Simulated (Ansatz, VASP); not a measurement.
CdS: VASP beside Ansatz

```
Cd S
1.0
     0.00000    2.96018    2.96018
     2.96018    0.00000    2.96018
     2.96018    2.96018    0.00000
Cd S
1 1
Direct
  0.00000 0.00000 0.00000
  0.75000 0.75000 0.75000
```

Alike in both runs: functional PBE; k mesh 6 × 6 × 6; occupations gaussian, width 0.1 eV; no spin polarisation.

Ansatz relaxed the structure, and its values are those at the end. VASP's run is a single point on that final structure, the one shown.

|  | VASP | Ansatz |
| --- | --- | --- |
| version | VASP 6.6.1 | Ansatz 0.2.0 |
| potentials or method | VASP PAW PBE potentials, release 64 (Cd, S) | scalar-relativistic, plane waves, PAW |
| plane-wave cutoff (eV) | 520 | 420 |
| valence electrons in the cell | 18 | 26 |

|  | VASP | Ansatz | Ansatz less VASP |
| --- | --- | --- | --- |
| gap on the k mesh at the Fermi level (eV) | 1.05 | 1.05 | -0.002 |
| least direct gap on the mesh (eV) | 1.05 | 1.05 | -0.002 |
| pressure (GPa) | 0.5 | 0.2 | -0.30 |

The two sets of potentials don't hold the same shells in valence.
